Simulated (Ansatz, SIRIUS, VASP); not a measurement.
**ScAl3: equilibrium volume by level of theory**

**What was measured.** The equilibrium volume of ScAl3 (Pm-3m) is reported as 17.27 Å³/atom at 300 K (pmc:8067998, doi:10.3390/ma14081837). The runs below try to reproduce it.

The structure is cubic, space group Pm-3m (No. 221). Conventional cell: a = 4.088 Å, b = 4.088 Å, c = 4.088 Å, α = 90.00°, β = 90.00°, γ = 90.00°. Around Sc (site symmetry m-3m) lie 12 Al at 2.89 Å. Around Al (site symmetry 4/mmm) lie 4 Sc at 2.89 Å and 8 Al at 2.89 Å.

| rung | level | program and potentials | cutoff (eV) | k mesh | smearing | task | equilibrium volume (Å³/atom) | miss | notes |
| --- | --- | --- | --- | --- | --- | --- | --- | --- | --- |
| GGA + dispersion | PBE+D4 | VASP, PBE PAW files Al, Sc_sv, 600 eV | 600 | 7 × 7 × 7 | fermi-dirac 0.05 | relaxation of cell and atoms | 16.71 | -3.2 % | - |
| GGA | PBEsol | Ansatz, all-electron LAPW, scalar-relativistic | - | 7 × 7 × 7 | fermi-dirac 0.05 | equation of state | 16.86 | -2.4 % | - |
| GGA | PBEsol | SIRIUS, all-electron FP-LAPW, apw+lo standard | - | 7 × 7 × 7 | fermi-dirac 0.05 | equation of state | 16.86 | -2.4 % | - |
| GGA + dispersion | PBEsol+D3(zero damping) | VASP, PBE PAW files Al, Sc_sv, 600 eV | 600 | 7 × 7 × 7 | fermi-dirac 0.05 | relaxation of cell and atoms | 16.49 | -4.5 % | potentials made for PBE |
| GGA | RPBE | SIRIUS, all-electron FP-LAPW, apw+lo standard | - | 7 × 7 × 7 | fermi-dirac 0.05 | equation of state | 17.70 | +2.5 % | - |
| non-local van der Waals functional | PBE+rVV10 | VASP, PBE PAW files Al, Sc_sv, 600 eV | 600 | 7 × 7 × 7 | fermi-dirac 0.05 | relaxation of cell and atoms | 17.19 | -0.5 % | - |
| non-local van der Waals functional | optB86b-vdW | VASP, PBE PAW files Al, Sc_sv, 600 eV | 600 | 7 × 7 × 7 | fermi-dirac 0.05 | relaxation of cell and atoms | 17.11 | -0.9 % | potentials made for PBE |
| non-local van der Waals functional | optB88-vdW | VASP, PBE PAW files Al, Sc_sv, 600 eV | 600 | 7 × 7 × 7 | fermi-dirac 0.05 | relaxation of cell and atoms | 17.25 | -0.1 % | potentials made for PBE |
| non-local van der Waals functional | optPBE-vdW | VASP, PBE PAW files Al, Sc_sv, 600 eV | 600 | 7 × 7 × 7 | fermi-dirac 0.05 | relaxation of cell and atoms | 17.41 | +0.8 % | potentials made for PBE |
| non-local van der Waals functional | vdW-DF | VASP, PBE PAW files Al, Sc_sv, 600 eV | 600 | 7 × 7 × 7 | fermi-dirac 0.05 | relaxation of cell and atoms | 17.76 | +2.8 % | potentials made for PBE |
| non-local van der Waals functional | vdW-DF-cx | VASP, PBE PAW files Al, Sc_sv, 600 eV | 600 | 7 × 7 × 7 | fermi-dirac 0.05 | relaxation of cell and atoms | 17.03 | -1.4 % | potentials made for PBE |
| non-local van der Waals functional | vdW-DF2 | VASP, PBE PAW files Al, Sc_sv, 600 eV | 600 | 7 × 7 × 7 | fermi-dirac 0.05 | relaxation of cell and atoms | 17.71 | +2.5 % | potentials made for PBE |

All rows: no spin polarisation. Smearing widths are in eV. For a metal such meshes aren't converged. Meshes are those of the run's cell of 4 atoms unless a note names another. Relaxations start from the cell shown or near it and stop with a little pressure left. The cell shown, of 17.08 Å³ an atom, is the runs' start and not the measured value. Misses use the values as printed. Runs on faulty files, with rough fits or with known faults for this quantity aren't shown. No row holds spin-orbit coupling.

By rung: GGA + dispersion 16.49 to 16.71; GGA 16.86 to 17.70; non-local van der Waals functional 17.03 to 17.76 (Å³/atom). Measured: 17.27 Å³/atom at 300 K (pmc:8067998, doi:10.3390/ma14081837). Closest is optB88-vdW (-0.1 %). The runs are for a static lattice, while measurements hold temperature and zero-point motion.
